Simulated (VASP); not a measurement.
Given:

```
AlSb
1.0
    0.00000     3.08421     3.08421
    3.08421     0.00000     3.08421
    3.08421     3.08421     0.00000
Al Sb
1 1
Cartesian
  0.02500   0.00000   0.00000
  1.54210   1.54210   1.54210
```

Level of theory: PBEsol GGA, VASP's PBE PAW potentials (set 64) (plane waves; VASP). Run with 480 eV cut-off, 8×8×8 Γ-centred mesh, Gaussian smearing of 0.050 eV, potentials Al Sb.

Which forces act on the atoms, in eV/Å?

```json
[
 {"atom": "Al1", "Fx": "-0.198", "Fy": "0.000", "Fz": "0.000"},
 {"atom": "Sb2", "Fx": "0.198", "Fy": "0.000", "Fz": "0.000"}
]
```

Give the stress tensor in GPa (positive for a compressed cell).

```
0.01  0.00  0.00
0.00  0.03  0.52
0.00  0.52  0.03
```
The pressure is its mean diagonal, 0.02 GPa.

The compound is AlSb in the zinc blende structure. This cell was strained or had an atom moved on purpose.
